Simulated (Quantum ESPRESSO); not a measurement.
Crystal: TiCo.

```
Co Ti
1.0
     2.98611    0.00000    0.00000
     0.00000    2.98611    0.00000
     0.00000    0.00000    2.98611
Co Ti
1 1
Direct
  0.50000 0.50000 0.50000
  0.00000 0.00000 0.00000
```

The cell comes from a database or a generator and needn't be the stable form of this composition.

* Program: Quantum ESPRESSO 7.5
* Task: phonons
* Functional: PBE
* Potentials or basis: JTH 2.0 PBE
* Cutoff: 707 eV
* Density cutoff: 4245 eV
* k mesh: 6 × 6 × 6
* Occupations: cold, width 0.2 eV
* Spin: collinear spin, ferromagnetic start
* Starting moments: [2.0, 1.0] μB
* Mixing beta: 0.3
* Most SCF iterations: 120
* SCF threshold: 4e-10 Ry

Question: What is the highest optical frequency at the zone centre?

Answer: 222 cm⁻¹, a mode of symmetry T1u (IR).

Optical modes at Γ, degenerate ones joined:
```
cm⁻¹  components  symmetry  active in
 222           3       T1u         IR
```

Caveat: the k mesh is coarse; the mesh is thin for the phonons of a metal.
